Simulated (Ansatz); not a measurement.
# CuO (CsCl type): one cell, many starting occupations, part 2 of 2

Task: map the metastable states of CuO (CsCl type) by varying the start. Cell and atoms stay fixed. This structure was made by substitution into a known type, so it needn't be the compound's stable form.

Ansatz 0.2.0; DFT LDA without U, plane waves, PAW.

**5. Random orbitals: fully mixed, first filling**

File input.yaml:

```yaml
crystal:
  lattice:
    - [2.55255061, 0.0, 0.0]
    - [0.0, 2.55255061, 0.0]
    - [0.0, 0.0, 2.55255061]
  atoms:
    - { symbol: Cu, position: [0.0, 0.0, 0.0], spin: 1.0 }
    - { symbol: O, position: [0.5, 0.5, 0.5] }
basis:
  ecutwfc: 420
  ecutrho_ratio: 4
kpoints:
  mp_grid: { grid: [7, 7, 7] }
hamiltonian:
  xc: lda
  hubbard:
    sites:
      - { site: 0, l: d, u_eff: 0.0, starting_ns: [{ spin: up, occupation_matrix: s0up }, { spin: down, occupation_matrix: s0down }] }
    occupation_matrices:
      s0up:
        matrix:
          - [0.97, 0.0, 0.0, 0.0, 0.0]
          - [0.0, 0.97, 0.0, 0.0, 0.0]
          - [0.0, 0.0, 0.97, 0.0, 0.0]
          - [0.0, 0.0, 0.0, 0.97, 0.0]
          - [0.0, 0.0, 0.0, 0.0, 0.97]
      s0down:
        matrix:
          - [0.91519, -0.04796, 0.15759, 0.1416, 0.04339]
          - [-0.04796, 0.92803, 0.13789, 0.1239, 0.03797]
          - [0.15759, 0.13789, 0.51693, -0.4071, -0.12476]
          - [0.1416, 0.1239, -0.4071, 0.6042, -0.1121]
          - [0.04339, 0.03797, -0.12476, -0.1121, 0.93565]
    ns_hold: { iters: 12 }
scf:
  occupations: { method: gaussian, width: 0.05 }
  lower_state_search: "off"
  max_iter: 150
output:
  forces: true
  stress: true
  eigenvalues: true
  populations: true
  hubbard: { sites: [{ site: 0, l: d }] }
  write_density: true
  write_potential: true
  elf: true
  volumetric_format: npy
magnetization:
  spin_polarized: true
```

The typed matrices put 0.97 on the chosen orbitals and 0.02 on the others, and are held for 12 cycles.

The run is started by

```bash
$ ansatz run input.yaml --threads 2 --pin off --max-ram 3072MiB --backend cpu --events-out ev --progress --plain --runs-dir out
```

The log of the run, shortened:

```text
Warning: crystal.symmetry: narrowed to the stabiliser of the occupation matrices — unitary ops 48 → 2; lowered by the specified shell (site 0, l: d); largest admitted image defect 4.4e-16, smallest excluded 1.2e-1 — at a splitting's scale: the group the occupation matrices' own texture admits
Warning: RAYON_NUM_THREADS=2 ignored (pool sized by the plan → 2); use --threads N
Cu: projections on atomic orbitals take those of the free atom [Ne] 3s2 3p6 3d10 4s1, of charge +0.00 (hamiltonian.pseudopotentials.projection_atoms); the dataset's partial waves leave at most 2.0e-6 of an orbital's norm unspanned inside its sphere
O: projections on atomic orbitals take those of the free atom [He] 2s2 2p4, of charge +0.00 (hamiltonian.pseudopotentials.projection_atoms); the dataset's partial waves leave at most 1.9e-8 of an orbital's norm unspanned inside its sphere
[...]
Pseudopotentials: kind: paw
Pseudopotential: Cu, paw, valence charge 19, recommended cutoff 420 eV (normal), Cu.paw.azcp
Pseudopotential: O, paw, valence charge 6, recommended cutoff 420 eV (normal), O.paw.azcp
Functional definition: SPW92
[...]
Crystal: 2 atoms, lattice volume = 16.631 Å³
Basis set: ecut = 420 eV, 341 PW (Γ)
Bands: 17, of which v1, the nominal top of the filled ones, is band 13 counted from 1 (12 counted from 0)
[...]
WARN: the starting moments were not kept: the SCF closed with an absolute magnetisation of 5.7e-7 μB, where they sum to 1 μB in size (1 site). That is at most 0.1 of that sum. Measured as dr2_m measures the in/out step, that magnetisation stands 3.1e-13 eV from none, at or under the [...]
WARN: hamiltonian.hubbard: on 1 of 2 specified blocks the occupation matrix of this SCF's result fails the test of the specified filling. At site 0 ↓ (sites count from 0 in the list of atoms of the cell that this SCF solves) the least filled combination of the orbitals specified full has [...]
--- Stress (GPa, compression-positive) ---
        0.786962      -0.000000      -0.000000
       -0.000000       0.786964       0.000001
       -0.000000       0.000001       0.786966
  P = ⅓ Tr σ = 0.7870 GPa (7.870 kbar)
--- Band table (eV; the first three rows and the last of 344) ---
  k-point 0 ↑: bands = ["-96.2918", "-54.0920", "-54.0920", "-54.0920", "-4.7079", "11.4556", "11.4556", "13.0786", "13.0786", "13.0786", "13.4129", "13.4129", "13.4129", "16.4240", "31.2593", "31.2593", "35.7896"]
[...]
Occupation matrices written to <dir>
--- Löwdin populations: 2 sites ---
  site symbol       q [e]    m [muB]
     0     Cu     18.0368     0.0000
     1      O      6.8343     0.0000
  spilling = 0.005158 (of n_electrons = 25.000000)
--- Occupation matrices: 1 shell (run DFT+U table (all-electron-ortho-atomic); ε = 2.00e-2, provisional) ---
  Cu0 d_3D: site group Oh (m-3m)
  Cu0 d_3D up     Tr n = 4.7522  λ = 0.922 0.922 0.922 0.993 0.993  [3× xz 0.33 (T2g 1.00) T2g(1.00) | 2× z2 0.50 (Eg 1.00) Eg(1.00)]
  Cu0 d_3D dn     Tr n = 4.7522  λ = 0.922 0.922 0.922 0.993 0.993  [3× xz 0.33 (T2g 1.00) T2g(1.00) | 2× z2 0.50 (Eg 1.00) Eg(1.00)]
  specified occupation → Cu0 d_3D up: matrix, ‖Δ‖_F = 0.0897, Tr Δ = +0.0978, displaced = 0.0955, d_λ = 0.0897; orbital distance = 0.0000
  specified occupation → Cu0 d_3D dn: matrix, ‖Δ‖_F = 0.9377, Tr Δ = -0.8522, displaced = 0.5320, d_λ = 0.9050; orbital distance = 0.9807
  Tr n, λ and their labels are of the run-group-symmetrised matrices; stabiliser: 96 of 96 elements of G0×{1,Θ} (closed), max defect 2.5e-7 at τ = 4.2e-3
```

It took 17 s on 2 threads of Arm Neoverse V2, shared host; peak memory 0.34 GiB.

It ends with no gap, pressure 0.8 GPa, no moment over 0.05 μB in any sphere, largest force component 0.00 eV/Å, 2 symmetry operations imposed. The program reports that the typed filling wasn't kept.

The shells' filling, with natural orbitals sorted by occupation:

| shell | channel | electrons | over 0.8 | 0.2 to 0.8 | under 0.2 |
| --- | --- | --- | --- | --- | --- |
| Cu 3d (atom 1) | up | 4.75 | 5 | 0 | 0 |
| Cu 3d (atom 1) | down | 4.75 | 5 | 0 | 0 |

Density in a lattice plane of the grid's cell (edges 2.55 and 2.55 Å, at 0.000 of the third edge), which holds Cu.

Values in e/Å³, 12 rows by 12 columns:
```
45.48 30.10 10.53  2.75  0.73  0.30  0.23  0.30  0.73  2.75 10.53 30.10
14.98 10.53  4.36  1.41  0.47  0.25  0.21  0.25  0.47  1.41  4.36 10.53
 3.60  2.75  1.41  0.60  0.30  0.21  0.19  0.21  0.30  0.60  1.41  2.75
 0.87  0.73  0.47  0.30  0.22  0.19  0.19  0.19  0.22  0.30  0.47  0.73
 0.33  0.30  0.25  0.21  0.19  0.19  0.19  0.19  0.19  0.21  0.25  0.30
 0.24  0.23  0.21  0.19  0.19  0.19  0.19  0.19  0.19  0.19  0.21  0.23
 0.33  0.30  0.25  0.21  0.19  0.19  0.19  0.19  0.19  0.21  0.25  0.30
 0.87  0.73  0.47  0.30  0.22  0.19  0.19  0.19  0.22  0.30  0.47  0.73
 3.60  2.75  1.41  0.60  0.30  0.21  0.19  0.21  0.30  0.60  1.41  2.75
14.98 10.53  4.36  1.41  0.47  0.25  0.21  0.25  0.47  1.41  4.36 10.53
45.48 30.10 10.53  2.75  0.73  0.30  0.23  0.30  0.73  2.75 10.53 30.10
70.12 45.48 14.98  3.60  0.87  0.33  0.24  0.33  0.87  3.60 14.98 45.48
```
Columns run along the first of these edges and rows up along the second, over one cell in 12 and 12 even steps from the bottom left corner. Atoms in the plane (fractional): Cu at (0.00, 0.00).

ELF in the same plane.

Ten even steps from '0' (0.07) to '9' (0.93):
```
988643211000000011234688
876532111000000011123567
554321110000000001112345
333211100000000000111233
221111000000000000011112
111100000000000000000111
110000000000000000000001
000000000000000000000000
000000000000000000000000
000000000000000000000000
000000000000000000000000
000000000000000000000000
110000000000000000000001
111100000000000000000111
221111000000000000011112
333211100000000000111233
554321110000000001112345
876532111000000011123567
988643211000000011234688
998653211000000011235689
```
Columns run along the first of these edges and rows up along the second, over one cell in 24 and 20 even steps from the bottom left corner. Atoms in the plane (fractional): Cu at (0.00, 0.00).

Both are smooth fields of the valence electrons: close to the nuclei they are not physical.

Outside the cores ELF peaks at 0.81 in the shell around O, 0.6 Å from O.

ELF in the plane through atom 1 (Cu) and two of its nearest O neighbours, 7.2 Å on a side, that atom in the middle and its first bond to the right.

Values, 10 rows by 13 columns:
```
0.81 0.52 0.11 0.24 0.23 0.11 0.42 0.79 0.75 0.16 0.19 0.29 0.14
0.12 0.19 0.16 0.13 0.57 0.73 0.26 0.10 0.17 0.19 0.12 0.34 0.73
0.22 0.89 0.30 0.21 0.78 0.46 0.72 0.14 0.68 0.61 0.12 0.76 0.44
0.13 0.14 0.13 0.10 0.31 0.48 0.17 0.12 0.15 0.12 0.12 0.13 0.52
0.14 0.52 0.78 0.79 0.21 0.20 0.50 0.21 0.23 0.80 0.76 0.52 0.13
0.13 0.52 0.76 0.80 0.23 0.21 0.50 0.20 0.21 0.79 0.78 0.52 0.14
0.52 0.13 0.12 0.12 0.15 0.12 0.17 0.48 0.31 0.10 0.13 0.14 0.13
0.44 0.76 0.12 0.61 0.68 0.14 0.72 0.46 0.78 0.21 0.30 0.89 0.22
0.73 0.34 0.12 0.19 0.17 0.10 0.26 0.73 0.57 0.13 0.16 0.19 0.12
0.14 0.29 0.19 0.16 0.75 0.79 0.42 0.11 0.23 0.24 0.11 0.52 0.81
```
Atoms in the plane (Å from the middle): O (-0.7, 2.1), Cu (1.5, 2.1), O (2.2, 0.0), Cu (-2.9, 2.1), O (-2.2, 0.0), Cu (0.0, 0.0), O (0.7, -2.1), Cu (2.9, -2.1), Cu (-1.5, -2.1).

**6. Random orbitals: drawn by pairs, first filling**

input.yaml: that of step 5 with these lines changed.

```diff
@@ -28,8 +28,8 @@
         matrix:
-          - [0.91519, -0.04796, 0.15759, 0.1416, 0.04339]
-          - [-0.04796, 0.92803, 0.13789, 0.1239, 0.03797]
-          - [0.15759, 0.13789, 0.51693, -0.4071, -0.12476]
-          - [0.1416, 0.1239, -0.4071, 0.6042, -0.1121]
-          - [0.04339, 0.03797, -0.12476, -0.1121, 0.93565]
-    ns_hold: { iters: 12 }
+          - [0.97, 0.0, 0.0, 0.0, 0.0]
+          - [0.0, 0.97, 0.0, 0.0, 0.0]
+          - [0.0, 0.0, 0.97, 0.0, 0.0]
+          - [0.0, 0.0, 0.0, 0.495, -0.475]
+          - [0.0, 0.0, 0.0, -0.475, 0.495]
+    ns_hold: { iters: 5 }
 scf:
@@ -44,6 +44,2 @@
   hubbard: { sites: [{ site: 0, l: d }] }
-  write_density: true
-  write_potential: true
-  elf: true
-  volumetric_format: npy
 magnetization:
```

The typed matrices put 0.97 on the chosen orbitals and 0.02 on the others, and are held for 5 cycles.

The run is started by

```bash
$ ansatz run input.yaml --threads 2 --pin off --max-ram 3072MiB --backend cpu --events-out ev --progress --plain --runs-dir out
```

The log of the run, shortened:

```text
Warning: crystal.symmetry: narrowed to the stabiliser of the occupation matrices — unitary ops 48 → 8; lowered by the specified shell (site 0, l: d); largest admitted image defect 8.9e-16, smallest excluded 4.8e-1 — at a splitting's scale: the group the occupation matrices' own texture admits
Warning: RAYON_NUM_THREADS=2 ignored (pool sized by the plan → 2); use --threads N
Cu: projections on atomic orbitals take those of the free atom [Ne] 3s2 3p6 3d10 4s1, of charge +0.00 (hamiltonian.pseudopotentials.projection_atoms); the dataset's partial waves leave at most 2.0e-6 of an orbital's norm unspanned inside its sphere
O: projections on atomic orbitals take those of the free atom [He] 2s2 2p4, of charge +0.00 (hamiltonian.pseudopotentials.projection_atoms); the dataset's partial waves leave at most 1.9e-8 of an orbital's norm unspanned inside its sphere
[...]
Pseudopotentials: kind: paw
Pseudopotential: Cu, paw, valence charge 19, recommended cutoff 420 eV (normal), Cu.paw.azcp
Pseudopotential: O, paw, valence charge 6, recommended cutoff 420 eV (normal), O.paw.azcp
Functional definition: SPW92
[...]
Crystal: 2 atoms, lattice volume = 16.631 Å³
Basis set: ecut = 420 eV, 341 PW (Γ)
[...]
WARN: hamiltonian.hubbard: on 1 of 2 specified blocks the occupation matrix of this SCF's result fails the test of the specified filling. At site 0 ↓ (sites count from 0 in the list of atoms of the cell that this SCF solves) the least filled combination of the orbitals specified full has [...]
       -0.000000       3.674712       0.000000
        0.000000       0.000000       3.674705
  P = ⅓ Tr σ = 3.6747 GPa (36.747 kbar)
--- Band table (eV; the first three rows and the last of 104) ---
  k-point 0 ↑: bands = ["-96.4699", "-54.2640", "-54.2640", "-54.2640", "-5.0629", "11.3843", "11.3843", "12.6395", "12.6395", "12.6395", "13.2192", "13.2192", "13.2192", "16.2629", "31.2008", "31.2008", "35.6631"]
[...]
Occupation matrices written to <dir>
--- Löwdin populations: 2 sites ---
  site symbol       q [e]    m [muB]
     0     Cu     18.0434     0.3985
     1      O      6.8286     0.5723
  spilling = 0.005120 (of n_electrons = 25.000000)
--- Occupation matrices: 1 shell (run DFT+U table (all-electron-ortho-atomic); ε = 2.00e-2, provisional) ---
  Cu0 d_3D: site group Oh (m-3m)
  Cu0 d_3D up     Tr n = 4.9701  λ = 0.994 0.994 0.994 0.995 0.995  [5× z2 0.20 (T2g 0.60) T2g(0.60)]
  Cu0 d_3D dn     Tr n = 4.5434  λ = 0.856 0.856 0.856 0.988 0.988  [3× xz 0.33 (T2g 1.00) T2g(1.00) | 2× z2 0.50 (Eg 1.00) Eg(1.00)]
  specified occupation → Cu0 d_3D up: matrix, ‖Δ‖_F = 0.0537, Tr Δ = -0.1201, displaced = 0.0600, d_λ = 0.0537; orbital distance = 0.0000
  specified occupation → Cu0 d_3D dn: matrix, ‖Δ‖_F = 0.9226, Tr Δ = -0.6434, displaced = 0.6032, d_λ = 0.8515; orbital distance = 1.0000
  Tr n, λ and their labels are of the run-group-symmetrised matrices; stabiliser: 48 of 96 elements of G0×{1,Θ} (closed), max defect 9.3e-8 at τ = 4.2e-3
```

Run time: 2.9 s. Hardware: 2 threads of Arm Neoverse V2, shared host; peak memory 0.27 GiB.

End state: no gap, pressure 3.7 GPa, moments in spheres Cu 0.47; O 0.51 μB, largest force component 0.00 eV/Å, 8 symmetry operations imposed. The program reports that the typed filling wasn't kept.

The shells' filling, with natural orbitals sorted by occupation:

| shell | channel | electrons | over 0.8 | 0.2 to 0.8 | under 0.2 |
| --- | --- | --- | --- | --- | --- |
| Cu 3d (atom 1) | up | 4.97 | 5 | 0 | 0 |
| Cu 3d (atom 1) | down | 4.54 | 5 | 0 | 0 |

**7. Results**

This closing draws on all 2 parts.

Energies count from the lowest free state and have the smearing extrapolated to zero.

| start | energy (meV/atom) | gap (eV) | pressure (GPa) | largest moment (μB) | SCF cycles | time |
| --- | --- | --- | --- | --- | --- | --- |
| random orbitals: single harmonics, first filling | 0.0 | metal | 0.8 | 0.00 | 33 | 3.5 s |
| random orbitals: fully mixed, first filling | 0.0 | metal | 0.8 | 0.00 | 40 | 17 s |
| from atoms, symmetry kept, no search | 2.1 | metal | 3.7 | 0.51 | 19 | 0.88 s |
| random orbitals: drawn by pairs, first filling | 2.1 | metal | 3.7 | 0.51 | 22 | 2.9 s |
| natural orbitals of the symmetric run, filled by rank | 9.2 | metal | 1.9 | 0.27 | 38 | 3.7 s |

The 5 free runs end at 3 energies more than 1 meV/atom apart (states closer than that can still differ), spread over 9 meV/atom; the lowest came from «random orbitals: single harmonics, first filling» and 1 more start. The plain start from atoms with symmetry kept ends 2 meV/atom above the lowest. The lowest state found need not be the ground state, and the geometry wasn't relaxed for any of them.
